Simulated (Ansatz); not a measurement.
# HfN (PbO type): from the first guess to the electronic structure, part 1 of 2

Task: find the zero-pressure cell of HfN (PbO type) and describe its electrons. The start comes from a prototype table, not from a measured structure.

Program: Ansatz 0.2.0. Level of theory: DFT PBE, scalar-relativistic, plane waves, PAW. These are calculated values, not measurements.

## Step 1: Starting point

Symmetry: P4/nmm, No. 129, tetragonal system. Conventional cell: a = 3.665 Å, b = 3.665 Å, c = 4.618 Å, α = 90.00°, β = 90.00°, γ = 90.00°. Hf (site symmetry 4mm) is surrounded by 4 N at 2.13 Å. N (site symmetry -4m2) has 4 Hf at 2.13 Å in its first shell of neighbours.

Coordinates:

```cif
data_structure
_symmetry_space_group_name_H-M 'P4/nmm:1'
_symmetry_Int_Tables_number 129
_cell_length_a 3.6646
_cell_length_b 3.6646
_cell_length_c 4.6178
_cell_angle_alpha 90.000
_cell_angle_beta 90.000
_cell_angle_gamma 90.000
_cell_volume 62.01
loop_
_atom_site_label
_atom_site_type_symbol
_atom_site_symmetry_multiplicity
_atom_site_Wyckoff_symbol
_atom_site_fract_x
_atom_site_fract_y
_atom_site_fract_z
_atom_site_occupancy
Hf1 Hf 2 c 0.50000 0.00000 0.23680 1
N1 N 2 a 0.00000 0.00000 0.00000 1
```

## Step 2: Relaxing cell and atoms

Input file input.yaml:

```yaml
crystal:
  lattice:
    - [3.6646398403, 0.0, 0.0]
    - [0.0, 3.6646398403, 0.0]
    - [0.0, 0.0, 4.6177512388]
  atoms:
    - { symbol: Hf, position: [0.5, 0.0, 0.2368] }
    - { symbol: Hf, position: [0.0, 0.5, 0.7632] }
    - { symbol: "N", position: [0.0, 0.0, 0.0] }
    - { symbol: "N", position: [0.5, 0.5, 0.0] }
basis:
  ecutwfc: 420
  ecutrho_ratio: 4
kpoints:
  mp_grid: { grid: [10, 10, 8] }
hamiltonian:
  xc: pbe
scf:
  occupations: { method: gaussian, width: 0.05 }
output:
  forces: true
  stress: true
  eigenvalues: true
relax:
  f_tol: 0.01
  max_steps: 60
  cell: { stress_tol: 0.04 }
```

On the command line:

```bash
$ ansatz run input.yaml --threads 2 --pin off --max-ram 2662MiB --backend cpu --events-out ev --progress --plain --runs-dir out
```

The log of the run:

```text
Warning: RAYON_NUM_THREADS=2 ignored (pool sized by the plan → 2); use --threads N
Engine: ansatz 0.2.0, aarch64-unknown-linux-gnu
Pseudopotentials: kind: paw
Pseudopotential: Hf, paw, valence charge 26, recommended cutoff 420 eV (normal), Hf.paw.azcp
Pseudopotential: N, paw, valence charge 5, recommended cutoff 420 eV (normal), N.paw.azcp
Functional definition: PBE
  parameter kappa = 0.804
  parameter beta = 0.06672455060314922
  exchange = pbe_x(kappa = kappa, mu = beta*pi^2/3)
  correlation = pbe_c(beta = beta)
Crystal: 4 atoms, lattice volume = 62.014 Å³
Basis set: ecut = 420 eV, 1207 PW (Γ), exchange–correlation on 50×50×64 points (8 copies of the dense FFT grid, shifted against one another)
Bands: 38, of which v1, the nominal top of the filled ones, is band 31 counted from 1 (30 counted from 0)
Symmetry: 16 space group operations
Space group: P4/nmm (ITA 129), of the structure as read, at distance tolerance 4.0e-5 Å
k-points: 105 of 800
Non-local potential: Hf, projectors of the file, l = 0: 3, l = 1: 2, l = 2: 2, l = 3: 3
Non-local potential: N, projectors of the file, l = 0: 2, l = 1: 2, l = 2: 1
PAW form: soft (Blöchl's): semilocal exchange-correlation on the pseudo side does not see the compensation charge
PAW one-centre angular grid: Hf, 590 points (default); XC on 64 Gauss nodes
PAW one-centre angular grid: N, 110 points (default); XC on 64 Gauss nodes
Initial density: superposition of atomic densities (neutral atoms: chi_scale 0, normalization atom), corrected by the library's trained network
Initial wavefunctions: pseudopotential atomic-orbital guess
Functional: x = pbe(κ = 0.804, μ = 0.2195149727645171), c = pbe(β = 0.06672455060314922)
SCF iter   1: F=—  HF=-32214.178000 eV  |F-HF|=—  |Δ(HF+E_count)|=         —  Δρ=1.21e-2  dr2=2.16e-1  ethr=1.77e-3  ⟨swp⟩=4.3  Hψ=12284  notcnv=0  defer=39
preconditioner: auto → Kerker (q_TF=auto, 2.728 Å⁻¹)  [metal: Δε(μ)=0.011 eV  Ē_g=17.278 eV  σ=0.050 eV  W_gap=0.12  n_scr=20 (ndim 8)  ℏωp=35.9 eV  f_vac=0.000  D(μ)=6.28/eV (n_scr^D=82)]
SCF iter   2: F=—  HF=-32214.149722 eV  |F-HF|=—  |Δ(HF+E_count)|=   2.83e-2  Δρ=4.94e-3  dr2=3.35e-2  ethr=3.48e-4  ⟨swp⟩=2.0  Hψ=5436  notcnv=0  defer=208
SCF iter   3: F=—  HF=-32214.145326 eV  |F-HF|=—  |Δ(HF+E_count)|=   4.40e-3  Δρ=2.93e-3  dr2=1.66e-2  ethr=5.40e-5  ⟨swp⟩=2.0  Hψ=4362  notcnv=0  defer=208
SCF iter   4: F=—  HF=-32214.142611 eV  |F-HF|=—  |Δ(HF+E_count)|=   2.71e-3  Δρ=1.06e-3  dr2=1.05e-3  ethr=2.68e-5  ⟨swp⟩=2.0  Hψ=6514  notcnv=0  defer=208
SCF iter   5: F=—  HF=-32214.141406 eV  |F-HF|=—  |Δ(HF+E_count)|=   1.20e-3  Δρ=7.00e-4  dr2=2.26e-4  ethr=1.70e-6  ⟨swp⟩=2.0  Hψ=7054  notcnv=0  defer=208
SCF iter   6: F=—  HF=-32214.141463 eV  |F-HF|=—  |Δ(HF+E_count)|=   5.63e-5  Δρ=2.02e-4  dr2=2.78e-5  ethr=3.65e-7  ⟨swp⟩=2.0  Hψ=7050  notcnv=0  defer=208
SCF iter   7: F=—  HF=-32214.141439 eV  |F-HF|=—  |Δ(HF+E_count)|=   2.39e-5  Δρ=5.84e-5  dr2=2.36e-6  ethr=4.49e-8  ⟨swp⟩=2.0  Hψ=7063  notcnv=0  defer=208
SCF iter   8: F=—  HF=-32214.141440 eV  |F-HF|=—  |Δ(HF+E_count)|=   6.55e-7  Δρ=1.20e-5  dr2=7.83e-8  ethr=1.61e-10  ⟨swp⟩=8.5  Hψ=20351  notcnv=0
SCF iter   9: F=-32214.141440 eV  HF=-32214.141440 eV  |F-HF|=2.61e-9  |Δ(HF+E_count)|=   4.40e-9  Δρ=2.98e-6  dr2=4.35e-9  ethr=1.26e-10  ⟨swp⟩=5.3  Hψ=15544  notcnv=0
SCF 1 converged in 9 iterations: F = -32214.141440 eV  dr2 = 4.35e-9
relax step   1: F+E_penalty+E_count = -32214.14143953 eV  Δ(F+E_penalty+E_count) = +0.000e0 eV  max|allowed force component| = 2.858e0 eV/Å  Δτ_max = 0.0000 Å  P = +1.250 GPa  Ω = 62.014 Å³  (9 SCF iters, dr2 threshold 1.00e-7 eV, accepted)
Crystal: 4 atoms, lattice volume = 67.292 Å³
Basis set: ecut = 420 eV, 1303 PW (Γ), exchange–correlation on 50×50×64 points (8 copies of the dense FFT grid, shifted against one another)
Initial density: handed on by an earlier stage of this run
Initial wavefunctions: those handed on with the density
iter 1 solved again at ethr=8.92e-4 eV; its pass at ethr=3.10e-3 eV (dr2=5.53e-1 eV) is discarded
SCF iter   1: F=—  HF=-32215.136050 eV  |F-HF|=—  |Δ(HF+E_count)|=         —  Δρ=3.59e-2  dr2=5.61e-1  ethr=8.92e-4  ⟨swp⟩=1.2  Hψ=20490  notcnv=0
preconditioner: auto → LDOS  [metal: Δε(μ)=0.037 eV  Ē_g=17.588 eV  σ=0.050 eV  W_gap=0.38  n_scr=20 (ndim 8)  ℏωp=34.5 eV  f_vac=0.021  D(μ)=2.53/eV (n_scr^D=18)  β→1.0]
SCF iter   2: F=—  HF=-32215.065483 eV  |F-HF|=—  |Δ(HF+E_count)|=   7.06e-2  Δρ=1.42e-2  dr2=1.21e-1  ethr=8.92e-4  ⟨swp⟩=3.4  Hψ=8487  notcnv=0
SCF iter   3: F=—  HF=-32215.030894 eV  |F-HF|=—  |Δ(HF+E_count)|=   3.46e-2  Δρ=3.69e-3  dr2=9.65e-3  ethr=1.94e-4  ⟨swp⟩=3.0  Hψ=8816  notcnv=0  defer=166
SCF iter   4: F=—  HF=-32215.024975 eV  |F-HF|=—  |Δ(HF+E_count)|=   5.92e-3  Δρ=1.62e-3  dr2=2.24e-3  ethr=1.56e-5  ⟨swp⟩=2.0  Hψ=7601  notcnv=0  defer=172
SCF iter   5: F=—  HF=-32215.024580 eV  |F-HF|=—  |Δ(HF+E_count)|=   3.95e-4  Δρ=4.50e-4  dr2=1.64e-4  ethr=3.61e-6  ⟨swp⟩=2.0  Hψ=6231  notcnv=0  defer=172
SCF iter   6: F=—  HF=-32215.024600 eV  |F-HF|=—  |Δ(HF+E_count)|=   1.98e-5  Δρ=1.25e-4  dr2=1.41e-5  ethr=2.64e-7  ⟨swp⟩=2.0  Hψ=6033  notcnv=0  defer=172
SCF iter   7: F=—  HF=-32215.024603 eV  |F-HF|=—  |Δ(HF+E_count)|=   3.03e-6  Δρ=6.65e-5  dr2=2.35e-6  ethr=2.27e-8  ⟨swp⟩=2.0  Hψ=6881  notcnv=0  defer=172
SCF iter   8: F=-32215.024603 eV  HF=-32215.024603 eV  |F-HF|=1.07e-7  |Δ(HF+E_count)|=   4.12e-8  Δρ=1.80e-5  dr2=1.51e-7  ethr=6.45e-10  ⟨swp⟩=9.8  Hψ=21185  notcnv=0
SCF 2 converged in 8 iterations: F = -32215.024603 eV  dr2 = 1.51e-7
relax step   2: F+E_penalty+E_count = -32215.02460258 eV  Δ(F+E_penalty+E_count) = -8.832e-1 eV  max|allowed force component| = 7.257e-1 eV/Å  Δτ_max = 0.1947 Å  P = +3.024 GPa  Ω = 67.292 Å³  energy of the carried Pulay correction = -1.206e-2 eV  (8 SCF iters, dr2 threshold 4.00e-7 eV, accepted)
Crystal: 4 atoms, lattice volume = 73.197 Å³
Basis set: ecut = 420 eV, 1441 PW (Γ), exchange–correlation on 50×50×64 points (8 copies of the dense FFT grid, shifted against one another)
iter 1 solved again at ethr=1.14e-4 eV; its pass at ethr=3.10e-3 eV (dr2=7.04e-2 eV) is discarded
SCF iter   1: F=—  HF=-32215.088607 eV  |F-HF|=—  |Δ(HF+E_count)|=         —  Δρ=1.82e-2  dr2=7.20e-2  ethr=1.14e-4  ⟨swp⟩=1.5  Hψ=22847  notcnv=0
preconditioner: auto → LDOS  [metal: Δε(μ)=0.019 eV  Ē_g=17.436 eV  σ=0.050 eV  W_gap=0.21  n_scr=28 (ndim 8)  ℏωp=33.1 eV  f_vac=0.029  D(μ)=1.39/eV (n_scr^D=6)  β→1.0]
SCF iter   2: F=—  HF=-32215.083153 eV  |F-HF|=—  |Δ(HF+E_count)|=   5.45e-3  Δρ=4.31e-3  dr2=1.68e-2  ethr=1.14e-4  ⟨swp⟩=3.0  Hψ=8548  notcnv=0
SCF iter   3: F=—  HF=-32215.079678 eV  |F-HF|=—  |Δ(HF+E_count)|=   3.47e-3  Δρ=3.13e-3  dr2=6.61e-3  ethr=2.71e-5  ⟨swp⟩=3.0  Hψ=8625  notcnv=0
SCF iter   4: F=—  HF=-32215.076447 eV  |F-HF|=—  |Δ(HF+E_count)|=   3.23e-3  Δρ=1.36e-3  dr2=1.28e-3  ethr=1.07e-5  ⟨swp⟩=2.2  Hψ=6765  notcnv=0
SCF iter   5: F=—  HF=-32215.076115 eV  |F-HF|=—  |Δ(HF+E_count)|=   3.32e-4  Δρ=2.73e-4  dr2=5.39e-5  ethr=2.07e-6  ⟨swp⟩=2.0  Hψ=7185  notcnv=0
SCF iter   6: F=—  HF=-32215.075966 eV  |F-HF|=—  |Δ(HF+E_count)|=   1.49e-4  Δρ=5.81e-5  dr2=1.96e-6  ethr=8.70e-8  ⟨swp⟩=2.0  Hψ=7253  notcnv=0
SCF iter   7: F=—  HF=-32215.075967 eV  |F-HF|=—  |Δ(HF+E_count)|=   1.42e-6  Δρ=2.32e-5  dr2=4.01e-7  ethr=6.45e-10  ⟨swp⟩=7.3  Hψ=21023  notcnv=0
SCF iter   8: F=-32215.075967 eV  HF=-32215.075967 eV  |F-HF|=8.27e-9  |Δ(HF+E_count)|=   3.63e-8  Δρ=6.19e-6  dr2=1.85e-8  ethr=6.45e-10  ⟨swp⟩=4.2  Hψ=14238  notcnv=0
SCF 3 converged in 8 iterations: F = -32215.075967 eV  dr2 = 1.85e-8
relax step   3: F+E_penalty+E_count = -32215.07596690 eV  Δ(F+E_penalty+E_count) = -5.136e-2 eV  max|allowed force component| = 4.429e-1 eV/Å  Δτ_max = 0.1111 Å  P = +0.188 GPa  Ω = 73.197 Å³  energy of the carried Pulay correction = -2.443e-2 eV  (8 SCF iters, dr2 threshold 4.00e-7 eV, accepted)
[... 13 lines left out ...]
relax step   4: F+E_penalty+E_count = -32215.10576678 eV  Δ(F+E_penalty+E_count) = -2.980e-2 eV  max|allowed force component| = 5.190e-3 eV/Å  Δτ_max = 0.0339 Å  P = -0.030 GPa  Ω = 71.260 Å³  energy of the carried Pulay correction = -2.049e-2 eV  (8 SCF iters, dr2 threshold 4.00e-7 eV, accepted)
[... 11 lines left out ...]
relax step   5: F+E_penalty+E_count = -32215.10643574 eV  Δ(F+E_penalty+E_count) = -6.690e-4 eV  max|allowed force component| = 1.310e-3 eV/Å  Δτ_max = 0.0010 Å  P = +0.040 GPa  Ω = 71.068 Å³  energy of the carried Pulay correction = -2.010e-2 eV  (6 SCF iters, dr2 threshold 1.69e-7 eV, accepted)
[... 9 lines left out ...]
relax step   6: F+E_penalty+E_count = -32215.10639746 eV  Δ(F+E_penalty+E_count) = +3.828e-5 eV  max|allowed force component| = 5.816e-3 eV/Å  Δτ_max = 0.0002 Å  P = -0.024 GPa  Ω = 71.091 Å³  energy of the carried Pulay correction = -2.014e-2 eV  (5 SCF iters, dr2 threshold 1.10e-8 eV, accepted)
[... 14 lines left out ...]
relax step   7: F+E_penalty+E_count = -32215.14271794 eV  Δ(F+E_penalty+E_count) = -3.632e-2 eV  max|allowed force component| = 3.343e-3 eV/Å  Δτ_max = 0.0000 Å  P = +0.624 GPa  Ω = 71.091 Å³  stress off target by 6.85e-1 GPa  SCF on the basis re-selected at this cell (its energy is not comparable with the rows above)  (9 SCF iters)
[... 12 lines left out ...]
relax step   8: F+E_penalty+E_count = -32215.14267130 eV  Δ(F+E_penalty+E_count) = +4.664e-5 eV  max|allowed force component| = 5.709e-5 eV/Å  Δτ_max = 0.0051 Å  P = +0.050 GPa  Ω = 71.615 Å³  energy of the carried Pulay correction = -1.069e-3 eV  (6 SCF iters, dr2 threshold 4.00e-7 eV, accepted)
[... 11 lines left out ...]
relax step   9: F+E_penalty+E_count = -32215.14257024 eV  Δ(F+E_penalty+E_count) = +1.011e-4 eV  max|allowed force component| = 8.645e-4 eV/Å  Δτ_max = 0.0004 Å  P = +0.001 GPa  Ω = 71.671 Å³  energy of the carried Pulay correction = -1.182e-3 eV  (7 SCF iters, dr2 threshold 9.18e-9 eV, accepted)
iter 1 solved again at ethr=9.27e-8 eV; its pass at ethr=3.10e-3 eV (dr2=5.75e-5 eV) is discarded
SCF iter   1: F=—  HF=-32215.143698 eV  |F-HF|=—  |Δ(HF+E_count)|=         —  Δρ=3.76e-5  dr2=1.60e-7  ethr=9.27e-8  ⟨swp⟩=3.1  Hψ=23875  notcnv=0
SCF iter   2: F=—  HF=-32215.143722 eV  |F-HF|=—  |Δ(HF+E_count)|=   2.48e-5  Δρ=2.00e-5  dr2=5.99e-8  ethr=2.59e-10  ⟨swp⟩=2.7  Hψ=7801  notcnv=0
SCF iter   3: F=—  HF=-32215.143723 eV  |F-HF|=—  |Δ(HF+E_count)|=   1.04e-7  Δρ=1.02e-5  dr2=1.17e-8  ethr=9.67e-11  ⟨swp⟩=2.0  Hψ=6205  notcnv=0
SCF iter   4: F=—  HF=-32215.143723 eV  |F-HF|=—  |Δ(HF+E_count)|=   3.91e-8  Δρ=8.11e-7  dr2=3.72e-10  ethr=1.89e-11  ⟨swp⟩=2.0  Hψ=6413  notcnv=0
SCF iter   5: F=—  HF=-32215.143723 eV  |F-HF|=—  |Δ(HF+E_count)|=  2.18e-11  Δρ=2.90e-7  dr2=7.08e-11  ethr=1.00e-12  ⟨swp⟩=2.1  Hψ=7131  notcnv=0
SCF iter   6: F=-32215.143723 eV  HF=-32215.143723 eV  |F-HF|=7.28e-12  |Δ(HF+E_count)|=  8.00e-11  Δρ=1.12e-7  dr2=1.18e-11  ethr=1.00e-12  ⟨swp⟩=6.4  Hψ=20202  notcnv=0
SCF 10 converged in 6 iterations: F = -32215.143723 eV  dr2 = 1.18e-11
relax step  10: F+E_penalty+E_count = -32215.14372256 eV  Δ(F+E_penalty+E_count) = -1.152e-3 eV  max|allowed force component| = 7.659e-4 eV/Å  Δτ_max = 0.0000 Å  P = +0.009 GPa  Ω = 71.671 Å³  stress off target by 1.87e-2 GPa  SCF on the basis re-selected at this cell (its energy is not comparable with the rows above)  (6 SCF iters)
basis re-selected at this cell: Δ(F+E_penalty+E_count) = -1.152e-3 eV, ΔP = +0.007 GPa vs the last step (what re-selecting the basis moved, of the pressure what is left beyond the Pulay correction that the steps carried, after the strain that the cell walked since its last selection, with what the two solves' SCF thresholds leave and, on support functions, any second-order correction that the steps lacked; it is no measure of the basis error at this ecutwfc). This SCF's stress stands 1.87e-2 GPa from its target on what of the cell is left free (relax.cell.stress_tol is 4.00e-2 GPa) and its largest allowed force component is 7.66e-4 eV/Å (relax.f_tol is 1.00e-2 eV/Å): within both
SCF converged after 6 iterations
Free energy (F): -32215.143723 eV
Harris-Foulkes:  -32215.143723 eV  (|F-HF|=7.28e-12)
Internal energy: -32215.141823 eV  (E = F + TS)
E sigma→0 (E₀):  -32215.142773 eV
Entropy (-TS):   -0.001900 eV (-0.475 meV/atom)
Fermi energy:    13.921325 eV
--- Per-component energies (eV) ---
  E_band       = -226.035277
  E_kinetic    = 1104.615017
  E_local      = -13565.997690  (includes V_loc(G=0)·N_el)
  E_nonlocal   = -2395.544711
  E_hartree    = 6251.973676
  E_xc         = -718.526197
  E_vxc        = -682.855221  (∫ρ·V_xc dr)
  E_paw        = -14109.082255  (= ΣΔE_a)
  E_vpaw       = 2809.799931  (= ΣTr[D̂ρ^β])
  E_aug_tail   = 0.000189  (compensation charges beyond the density's cutoff)
  E_ewald      = -8782.579851
  E_smearing   = -0.001900  (= −TS)
  E_closure    = -0.000000  (closes the sum)
  Σ components = -32215.143723   (vs F -32215.143723, Δ=0.00e0)
--- Forces (eV/Å), atoms counted from 1 ---
  atom   1  Hf     0.00000000     0.00000000    -0.00076586
  atom   2  Hf     0.00000000     0.00000000     0.00076586
  atom   3  N     -0.00000000     0.00000000     0.00000000
  atom   4  N     -0.00000000     0.00000000    -0.00000000
  max |Σ_I F_I| component: 8.67e-19 eV/Å
--- Stress (GPa, compression-positive) ---
        0.003455       0.000000       0.000000
        0.000000       0.003455       0.000000
        0.000000       0.000000       0.018699
  P = ⅓ Tr σ = 0.0085 GPa (0.085 kbar)
--- Band table (eV; the first three rows and the last of 105) ---
  k-point 0: bands = ["-48.6891", "-48.6487", "-17.5938", "-17.5037", "-17.5037", "-17.3232", "-17.2257", "-17.2257", "-1.7852", "-0.8577", "1.3850", "1.3850", "1.3886", "1.4021", "1.4137", "1.4137", "1.4363", "1.4368", "1.4368", "1.4377", "1.4515", "1.4561", "1.4561", "1.6498", "8.0303", "8.6061", "8.6061", "9.5449", "11.5743", "11.5743", "11.6062", "14.5096", "16.8691", "17.4887", "17.4887", "17.9860", "18.0608", "18.8697"]
  k-point 1: bands = ["-48.6890", "-48.6488", "-17.5916", "-17.5027", "-17.5027", "-17.3266", "-17.2266", "-17.2266", "-1.7754", "-0.8564", "1.3851", "1.3851", "1.3889", "1.4022", "1.4140", "1.4140", "1.4359", "1.4366", "1.4366", "1.4373", "1.4514", "1.4561", "1.4561", "1.6512", "7.9704", "8.6057", "8.6057", "9.5165", "11.5496", "11.5496", "11.7562", "14.5285", "16.8493", "17.5148", "17.5148", "17.9423", "18.2136", "19.0364"]
  k-point 2: bands = ["-48.6888", "-48.6490", "-17.5858", "-17.5005", "-17.5005", "-17.3352", "-17.2288", "-17.2288", "-1.7517", "-0.8533", "1.3853", "1.3853", "1.3897", "1.4024", "1.4146", "1.4146", "1.4350", "1.4359", "1.4359", "1.4364", "1.4511", "1.4561", "1.4561", "1.6546", "7.8345", "8.6045", "8.6045", "9.4493", "11.4917", "11.4917", "12.1419", "14.5757", "16.8404", "17.5738", "17.5738", "17.8362", "18.5368", "19.4972"]
  k-point 104: bands = ["-48.6655", "-48.6655", "-17.7132", "-17.7132", "-17.4410", "-17.4410", "-17.2394", "-17.2394", "-0.0689", "-0.0689", "1.3604", "1.3604", "1.3761", "1.3761", "1.3940", "1.3940", "1.4162", "1.4162", "1.4215", "1.4215", "1.4532", "1.4532", "1.5911", "1.5911", "7.5088", "7.5088", "10.4687", "10.4687", "10.7906", "10.7906", "14.9874", "14.9874", "15.0540", "15.0540", "15.8607", "15.8607", "16.7469", "16.7469"]
--- Relaxed structure (8 steps of the walk, 8 accepted, 2 SCFs on fresh bases) ---
  F+E_penalty+E_count = -32215.14372256 eV   max|allowed force component| = 7.659e-4 eV/Å   (the final SCF, on the basis selected at the relaxed cell)
  cell:  # Å, volume = 71.6708 Å³
    - [3.8567057347293296, 6.435852467266583e-34, 0.0]
    - [6.435852467266583e-34, 3.8567057347293296, 0.0]
    - [0.0, 0.0, 4.81847188364545]
  atoms:
    - { symbol: Hf, position: [0.5, 5.1322668618963005e-36, 0.17687165609358327] }
    - { symbol: Hf, position: [-2.1555520819964404e-35, 0.5, 0.8231283439064165] }
    - { symbol: N, position: [2.442959026262634e-35, -8.006336304558212e-36, -7.298741808260576e-35] }
    - { symbol: N, position: [0.5, 0.5, 1.355480621534107e-34] }
```

Run time: 92 s. Hardware: 2 threads of Arm Neoverse V2, shared host; peak memory 0.49 GiB.

Relaxation path:

| step | energy from step 1 (meV/atom) | largest force component (eV/Å) | pressure (GPa) | volume (Å³/atom) |
| --- | --- | --- | --- | --- |
| 1 | 0.0 | 2.858 | 1.25 | 15.504 |
| 2 | -220.8 | 0.726 | 3.02 | 16.823 |
| 3 | -233.6 | 0.443 | 0.19 | 18.299 |
| 4 | -241.1 | 0.005 | -0.03 | 17.815 |
| 5 | -241.2 | 0.001 | 0.04 | 17.767 |
| 6 | -241.2 | 0.006 | -0.02 | 17.773 |
| 7 | -250.3 | 0.003 | 0.62 | 17.773 |
| 8 | -250.3 | 0.000 | 0.05 | 17.904 |
| 9 | -250.3 | 0.001 | 0.00 | 17.918 |
| 10 | -250.6 | 0.001 | 0.01 | 17.918 |

Step 1 is the start. Step 7 repeats a cell on a basis chosen anew, so the energy can jump there without a move. Step 10 repeats the geometry before it on a plane-wave basis chosen anew for the final cell, which shifts the energy by -0.3 meV/atom.

This gives: volume 17.918 Å³/atom, pressure 0.01 GPa, a metal on this mesh.

## Step 3: Relaxing cell and atoms once more, on the mesh of the new cell

Input file input.yaml:

```yaml
crystal:
  lattice:
    - [3.8567057347, 0.0, 0.0]
    - [0.0, 3.8567057347, 0.0]
    - [0.0, 0.0, 4.8184718836]
  atoms:
    - { symbol: Hf, position: [0.5, 0.0, 0.1768716561] }
    - { symbol: Hf, position: [0.0, 0.5, 0.8231283439] }
    - { symbol: "N", position: [0.0, 0.0, 0.0] }
    - { symbol: "N", position: [0.5, 0.5, 0.0] }
basis:
  ecutwfc: 420
  ecutrho_ratio: 4
kpoints:
  mp_grid: { grid: [10, 10, 8] }
hamiltonian:
  xc: pbe
scf:
  occupations: { method: gaussian, width: 0.05 }
output:
  forces: true
  stress: true
  eigenvalues: true
relax:
  f_tol: 0.01
  max_steps: 30
  cell: { stress_tol: 0.04 }
```

On the command line:

```bash
$ ansatz run input.yaml --threads 2 --pin off --max-ram 2662MiB --backend cpu --events-out ev --progress --plain --runs-dir out
```

The log of the run (excerpt; [...] marks lines left out):

```text
Warning: RAYON_NUM_THREADS=2 ignored (pool sized by the plan → 2); use --threads N
[...]
Pseudopotentials: kind: paw
Pseudopotential: Hf, paw, valence charge 26, recommended cutoff 420 eV (normal), Hf.paw.azcp
Pseudopotential: N, paw, valence charge 5, recommended cutoff 420 eV (normal), N.paw.azcp
Functional definition: PBE
[...]
Crystal: 4 atoms, lattice volume = 71.671 Å³
Basis set: ecut = 420 eV, 1409 PW (Γ), exchange–correlation on 54×54×72 points (8 copies of the dense FFT grid, shifted against one another)
Bands: 38, of which v1, the nominal top of the filled ones, is band 31 counted from 1 (30 counted from 0)
Symmetry: 16 space group operations
Space group: P4/nmm (ITA 129), of the structure as read, at distance tolerance 4.2e-5 Å
k-points: 105 of 800
[...]
SCF iter   1: F=—  HF=-32215.144211 eV  |F-HF|=—  |Δ(HF+E_count)|=         —  Δρ=6.54e-3  dr2=2.66e-2  ethr=1.77e-3  ⟨swp⟩=4.6  Hψ=12510  notcnv=0  defer=29
[...]
  atom   2  Hf     0.00000000     0.00000000     0.00076555
  atom   3  N     -0.00000000     0.00000000    -0.00000000
  atom   4  N      0.00000000     0.00000000     0.00000000
[...]
--- Stress (GPa, compression-positive) ---
        0.003461       0.000000       0.000000
        0.000000       0.003461      -0.000000
        0.000000      -0.000000       0.018703
  P = ⅓ Tr σ = 0.0085 GPa (0.085 kbar)
--- Band table (eV; the first three rows and the last of 105) ---
[...]
--- Relaxed structure (1 steps of the walk, 1 accepted, 1 SCFs on fresh bases) ---
  F+E_penalty+E_count = -32215.14372256 eV   max|allowed force component| = 7.655e-4 eV/Å   (the final SCF, on the basis selected at the relaxed cell)
  cell:  # Å, volume = 71.6708 Å³
    - [3.8567057347, 0.0, 0.0]
    - [0.0, 3.8567057347, 0.0]
    - [0.0, 0.0, 4.8184718836]
  atoms:
    - { symbol: Hf, position: [0.49999999999999994, 0.0, 0.1768716561] }
    - { symbol: Hf, position: [0.0, 0.49999999999999994, 0.8231283439] }
    - { symbol: N, position: [0.0, 0.0, 0.0] }
    - { symbol: N, position: [0.49999999999999994, 0.49999999999999994, 0.0] }
```

Wall time 20 s (2 threads of Arm Neoverse V2, shared host); peak memory 0.5 GiB.

Step by step:

| step | energy from step 1 (meV/atom) | largest force component (eV/Å) | pressure (GPa) | volume (Å³/atom) |
| --- | --- | --- | --- | --- |
| 1 | 0.0 | 0.001 | 0.01 | 17.918 |
| 2 | 0.0 | 0.001 | 0.01 | 17.918 |

Step 1 is the start. Step 2 repeats the geometry before it on a plane-wave basis chosen anew for the final cell, which leaves the energy as it was.

In short: volume 17.918 Å³/atom, pressure 0.01 GPa, a metal on this mesh.

## Step 4: The cell, before and after

How the cell compares, before and after:

| cell as typed | before | after | change |
| --- | --- | --- | --- |
| a (Å) | 3.665 | 3.857 | +5.2 % |
| b (Å) | 3.665 | 3.857 | +5.2 % |
| c (Å) | 4.618 | 4.818 | +4.3 % |
| volume (Å³/atom) | 15.504 | 17.918 | +15.6 % |
| shortest distance (Å) | 2.134 | 2.108 | -1.2 % |
| space group | P4/nmm | P4/nmm | same |

(Continued in part 2 of 2.)
